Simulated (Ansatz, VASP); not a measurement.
This is a calculation of LiF for VASP 6.6.1.

Contents of INCAR:

```
SYSTEM = LiF
PREC = Accurate
ENCUT = 520
EDIFF = 1E-7
ISMEAR = -1
SIGMA = 0.05
LREAL = .False.
LASPH = .True.
NELM = 80
ALGO = Normal
ISIF = 2
LWAVE = .False.
LCHARG = .False.
GGA = PE
NBANDS = 12
```

KPOINTS

```
regular mesh
0
Gamma
  10 10 10
  0 0 0
```

Contents of POSCAR:

```
LiF
1.0
    2.5595330000      0.0000000000      0.0000000000
    0.0000000000      2.5595330000      0.0000000000
    0.0000000000      0.0000000000      2.5595330000
F Li
1 1
Direct
    0.5000000000      0.5000000000      0.5000000000
    0.0000000000      0.0000000000      0.0000000000
```

Potentials or basis: VASP PAW PBE potentials, release 64 (F, Li_sv).

Launch:

```bash
$ cat potpaw_PBE.64/F/POTCAR potpaw_PBE.64/Li_sv/POTCAR > POTCAR
$ mpirun -np 1 vasp_std > vasp.out
```

Problem. Set up the same calculation for Ansatz 0.2.0. Potentials there: Ansatz PAW.

Solution. As run (the cutoff follows the program's own potentials):

Contents of input.yaml:

```yaml
crystal:
  lattice:
    - [2.559533, 0.0, 0.0]
    - [0.0, 2.559533, 0.0]
    - [0.0, 0.0, 2.559533]
  atoms:
    - { symbol: F, position: [0.5, 0.5, 0.5] }
    - { symbol: Li, position: [0.0, 0.0, 0.0] }
hamiltonian:
  xc: pbe
  pseudopotentials: { kind: paw }
kpoints:
  mp_grid: { grid: [10, 10, 10] }
scf:
  occupations: { method: fermi_dirac, width: 0.05 }
output:
  forces: true
  stress: true
  eigenvalues: true
```

Potentials or basis: Ansatz PAW.

Run with:

```bash
$ ansatz run input.yaml --threads 2 --pin off --max-ram 5120MiB --backend cpu --events-out ev --progress --plain --runs-dir out
```

Both were run:

|  | VASP | Ansatz | Ansatz less VASP |
| --- | --- | --- | --- |
| gap on the k mesh at the Fermi level (eV) | 7.51 | 7.50 | -0.009 |
| least direct gap on the mesh (eV) | 8.18 | 8.17 | -0.008 |

 A k mesh can miss the band edges. Expect the measured gap to be larger: semilocal functionals such as PBE lack the derivative discontinuity.
